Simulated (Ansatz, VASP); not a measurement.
# Al36N35 (V_N): VASP beside Ansatz, part 3 of 3

Aim: how closely do two programs agree when they are given the same cell, functional and k mesh? Of the first pair: The structure shown is the start of the Ansatz relaxation below; VASP solves that cell, so the two are compared at the walk's first step.

VASP 6.6.1 and Ansatz 0.2.0.

So far. Step 3 (VASP: single point, r2SCAN, start cell, pair 1): The run ends at a pressure of -4.06 GPa, with forces up to 2.6 eV/Å.

### 6. VASP: single point, r2SCAN, relaxed cell, pair 2

Level of this step: r2SCAN, spin-polarised from a ferromagnetic start; plane waves and PAW (Al, N) (VASP).

The same cell, functional and mesh now go to VASP, with its own data sets.

File INCAR:

```
SYSTEM = Al36N35
PREC = Accurate
ENCUT = 580
EDIFF = 1E-06
NELM = 200
ISMEAR = 0
SIGMA = 0.01
LREAL = Auto
ALGO = Normal
METAGGA = R2SCAN
LASPH = .TRUE.
NELECT = 281
NBANDS = 192
ISPIN = 2
MAGMOM = -0 0 0 0 -0 0 0 0 0 0 -0 -0 -0 0.01 0 0 0 0.01 0 0 -0 0 0 0 -0 0 -0 0 -0 0.01 0 0 -0 -0 0 0 0.03 -0 0 -0 0.02 0 0 0 0 0 0 0 0.02 0.02 0 0.03 0.02 -0 0.03 0.02 0 0 0 0 -0 0 -0 0.02 0.02 0 0.03 0.03 0 0 -0
LORBIT = 11
LWAVE = .FALSE.
LCHARG = .FALSE.
ISIF = 2
ISYM = 0
NUPDOWN = 1
GGA_COMPAT = .FALSE.
LMIXTAU = .TRUE.
NCORE = 2
```

File POSCAR:

```
Al36N35
1.0
    9.3195655372      0.0000000854      0.0000000000
   -4.6597828426      8.0709804647      0.0000000000
    0.0000000000      0.0000000000      9.9564777200
Al N
36 35
Direct
    0.2207923850      0.1109843514      0.2482401045
    0.1097974932      0.2217508957      0.5005068247
    0.2193280824      0.1103491803      0.7508618131
    0.1103815301      0.2222036813      0.9997015538
    0.2208428226      0.4437189651      0.2481277585
    0.1116678801      0.5565491518      0.4995119706
    0.2193798110      0.4429097778      0.7508628706
    0.1115238287      0.5565004984      0.9998504434
    0.2224197825      0.7781433002      0.2487469560
    0.1115130298      0.8890317028      0.4993692178
    0.2224024137      0.7781692652      0.7500344544
    0.1115328457      0.8890328121      0.9998838125
    0.5567953240      0.1110405644      0.2481685589
    0.4334794566      0.2005489107      0.5066327144
    0.5575732412      0.1104583994      0.7508228748
    0.4419024793      0.2174085117      0.9962152767
    0.5557355546      0.4448426296      0.2091756979
    0.4338396148      0.5667488752      0.5067084960
    0.5557110110      0.4448518966      0.7524375658
    0.4419677389      0.5585892520      0.9961327840
    0.5568304080      0.7797074457      0.2481202452
    0.4440152680      0.8888847877      0.4995121489
    0.5576624032      0.7812051871      0.7508759389
    0.4440638235      0.8890520521      0.9998515905
    0.8890316174      0.1115286179      0.2488833647
    0.7786662786      0.2218933798      0.5005052186
    0.8890270030      0.1115367237      0.7502257353
    0.7783066784      0.2222512794      0.9996699951
    0.8895288649      0.4437711108      0.2481661257
    0.7999484019      0.5670442503      0.5066143886
    0.8901180794      0.4429822629      0.7508276189
    0.7831619753      0.5586603912      0.9962160578
    0.8895873989      0.7797704597      0.2482413947
    0.7788065816      0.8907618786      0.5005050801
    0.8902073307      0.7812265343      0.7508532375
    0.7783731696      0.8901855005      0.9997047056
    0.2225632532      0.1124644042      0.4395853455
    0.1115592138      0.2225012616      0.1902952573
    0.2212634186      0.1110299652      0.9400963117
    0.1112209484      0.2223239632      0.6899939798
    0.2225751175      0.4440534266      0.4395032829
    0.1113658792      0.5556684955      0.1906544052
    0.2212683015      0.4446929824      0.9400549607
    0.1114057502      0.5556917460      0.6891682004
    0.2222362331      0.7783230100      0.4400188714
    0.1113792164      0.8891932139      0.1906614276
    0.2222092450      0.7783586218      0.9402736127
    0.1114109316      0.8891449496      0.6891106474
    0.5563443712      0.1127221816      0.4394811407
    0.4435635304      0.2202306439      0.1897918419
    0.5557716371      0.1110951627      0.9400492804
    0.4451636193      0.2234613608      0.6912914941
    0.4436171424      0.5569044185      0.1895897854
    0.5555449514      0.4450192829      0.9458879815
    0.4452503220      0.5553495497      0.6914527934
    0.5565018031      0.7779960262      0.4394882154
    0.4449002570      0.8891878278      0.1906585143
    0.5558845021      0.7793040154      0.9400835741
    0.4448627251      0.8891714410      0.6891710277
    0.8889120964      0.1116430006      0.4398159021
    0.7779931761      0.2225580873      0.1902830320
    0.8888505887      0.1117108337      0.9402543068
    0.7781673224      0.2224034699      0.6899761557
    0.8878258029      0.4442092369      0.4394751876
    0.7803414281      0.5570229817      0.1897979249
    0.8894649012      0.4447726918      0.9400593803
    0.7771111626      0.5553769727      0.6913070512
    0.8880928486      0.7779916843      0.4395931169
    0.7780691316      0.8889950248      0.1903155466
    0.8895406422      0.7792994601      0.9401027908
    0.7782259129      0.8893452295      0.6900037029
```

File KPOINTS:

```
Points of the shifted mesh
1
Reciprocal
 0.2500000000  0.2500000000  0.2500000000 1
```

PAW data sets: Al and N (PBE family, release 64).

Run with:

```
> mpirun -np 8 vasp_std
```

Numbers of over 12 decimals in the logs are rounded to 6 here.

Log:

```text
[banner, memory and clock lines left out]
running    8 mpi-ranks, on    1 nodes
[...]
[... a notice as in an earlier step ...]

 LDA part: xc-table for (None), standard interpolation
 POSCAR, INCAR and KPOINTS ok, starting setup
[...]
entering main loop
       N       E                     dE             d eps       ncg     rms          rms(c)
DAV:   1     0.111861194170E+04    0.11186E+04   -0.14358E+05   768   0.149E+03
DAV:   2    -0.697052135893E+03   -0.18157E+04   -0.17394E+04   944   0.299E+02
DAV:   3    -0.843662021033E+03   -0.14661E+03   -0.14541E+03   936   0.914E+01
DAV:   4    -0.846070410723E+03   -0.24084E+01   -0.24007E+01   920   0.123E+01
DAV:   5    -0.846116162106E+03   -0.45751E-01   -0.45704E-01   968   0.161E+00BRMIX: very serious problems
 the old and the new charge density differ
 old charge density:   283.00000 new  281.00000
    0.528E+01
DAV:   6    -0.719916254664E+03    0.12620E+03   -0.29047E+02   880   0.331E+01    0.236E+01
DAV:   7    -0.694477177915E+03    0.25439E+02   -0.13482E+01   896   0.101E+01    0.133E+01
DAV:   8    -0.719625457402E+03   -0.25148E+02   -0.93954E+00   808   0.983E+00    0.770E+00
DAV:   9    -0.687109047034E+03    0.32516E+02   -0.95550E+00   800   0.836E+00    0.206E+00
[...]
DAV:  22    -0.693897696315E+03   -0.13132E-04   -0.40848E-06   744   0.736E-03    0.346E-03
DAV:  23    -0.693897698842E+03   -0.25269E-05   -0.13424E-06   560   0.414E-03    0.313E-03
DAV:  24    -0.693897698801E+03    0.40443E-07   -0.21640E-07   488   0.146E-03
   1 F= -.69389770E+03 E0= -.69389770E+03  d E =-.317652E-19  mag=     1.0000
```

OUTCAR, selected parts (step 6):

```text
  FREE ENERGIE OF THE ION-ELECTRON SYSTEM (eV)
  ---------------------------------------------------
  free  energy   TOTEN  =      -693.8976988011 eV

  energy  without entropy=     -693.8976988011  energy(sigma->0) =     -693.89769880

 magnetization (x)
# of ion       s       p       d       tot
------------------------------------------
    1       -0.000  -0.000   0.000  -0.000
    2        0.000  -0.000   0.000  -0.000
    3       -0.000   0.000   0.000   0.000
    4        0.000  -0.000   0.000   0.000
    5       -0.000  -0.000   0.000  -0.000
    6        0.001   0.002   0.000   0.003
    7        0.000   0.000   0.000   0.001
    8       -0.000  -0.000   0.000  -0.000
    9       -0.000   0.000   0.000   0.000
   10       -0.000   0.001   0.000   0.001
   11       -0.000  -0.000   0.000  -0.000
   12       -0.000  -0.000   0.000  -0.000
   13       -0.000  -0.000   0.000  -0.000
[...]
--------------------------------------------------
tot          0.035   0.321   0.000   0.356
```

The run ends at a pressure of -3.59 GPa, with forces up to 0.018 eV/Å.

### 7. Side by side

Compared:

| quantity | Ansatz | VASP | difference |
| --- | --- | --- | --- |
| total moment, fixed by the input (μB) | 1.00 | 1.00 | 0.00 |

At this near-relaxed geometry the largest component of a force difference is 17 meV/Å. The cell carries a charge of +2 e against a uniform background, so its pressure also hangs on how the neutralising background is counted, and in a defect's cell a gap may be the spacing between its levels.

### 8. Summary of results

```yaml
r_m_s_force_difference_single_point_r2scan_start_cell_pair_1: 1.2 % of the r.m.s. force
difference_in_total_moment_fixed_by_the_input_single_point_r2scan_relaxed_cell_pair_2: 0 μB
```

In words: The r.m.s. force difference is 1.2 % of the r.m.s. force (single point, r2SCAN, start cell, pair 1), within the 3 % picked in this series as the mark of a large difference. Such differences can come from data sets, numerical settings and the points named under the comparisons, not from the functional's error against experiment.

[Lines on the potential files, build, host, timing and source positions are cut from VASP's logs without a mark.]

[Logs are printed without paths, hosts, clocks, repeated set-up lines and the standing remarks that a program may print on its own settings, such as how far it seeks lower states.]

[Hosts, paths, dates, database ids (printed as entryN), source tags and the programs' standing remarks are cut or masked in the printed files.]
